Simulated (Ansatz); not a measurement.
LaAlO3 (R-3c-perovskite type, space group R-3c)

```xyz
10
Lattice="2.7062 1.5624 4.3975 -2.7062 1.5624 4.3975 0.0000 -3.1249 4.3975" Properties=species:S:1:pos:R:3 pbc="T T T"
La     0.0000     0.0000     3.2981
La     0.0000     0.0000     9.8944
Al     0.0000     0.0000     0.0000
Al     0.0000     0.0000     6.5963
O      0.2094     1.5624     7.6956
O     -1.4578    -0.5998     7.6956
O      1.2484    -0.9626     7.6956
O     -0.2094    -1.5624     5.4969
O      1.4578     0.5998     5.4969
O     -1.2484     0.9626     5.4969
```

Equation-of-state scan: isotropic scaling of the cell above, V₀ being its volume. The atoms relax within the cell's symmetry.

These are PBE (plane waves to 420 eV, PAW, scalar-relativistic; Ansatz, a program for electronic structure) values and carry that method's errors. k mesh 8×8×8 (Γ-centred), Fermi-Dirac smearing 0.05 eV. The energy includes the smearing's −TS. Stress and pressure are positive under compression. With the shape held, the modulus is that of even scaling; a crystal free to change shape is softer. LaAlO3 is run without spin polarisation. LaAlO3 was relaxed with its symmetry unable to fall. The PAW data are Ansatz's earlier set. ΔE is measured from the relaxed starting cell.

| V (Å³/atom) | ΔE (meV/atom) |
|---|---|
| 9.371 | 218.0 |
| 9.669 | 143.2 |
| 9.966 | 86.9 |
| 10.264 | 46.4 |
| 10.561 | 19.6 |
| 10.859 | 4.7 |
| 11.156 | 0.0 |
| 11.454 | 4.2 |
| 11.751 | 16.2 |
| 12.049 | 34.9 |
| 12.346 | 59.4 |
| 12.644 | 88.9 |
| 12.941 | withheld |

Task: Fit a third-order Birch-Murnaghan form (E₀, V₀, B₀, B₀′ free) to the given rows and predict ΔE at V = 12.941.

Result: Least squares on the 12 given rows: ΔE = E₀ + (9V₀B₀/16)·y²·[2 + (B₀′ − 4)y], y = (V₀/V)^(2/3) − 1, with V₀ = 11.157 Å³/atom, B₀ = 179.5 GPa (160.2 GPa = 1 eV/Å³; the term in eV is multiplied by 1000), B₀′ = 4.32, E₀ = 0.01 meV/atom; root-mean-square residual 0.06 meV/atom. At 12.941 the fit gives 122.8 meV/atom; the calculation gives 122.8 meV/atom, the same to the digits shown. For the pressure the fit gives -19.4 GPa against the computed -19.3 GPa.

(A scan under strain: stresses follow from slopes of the energy per volume, elastic moduli from its curvatures.)
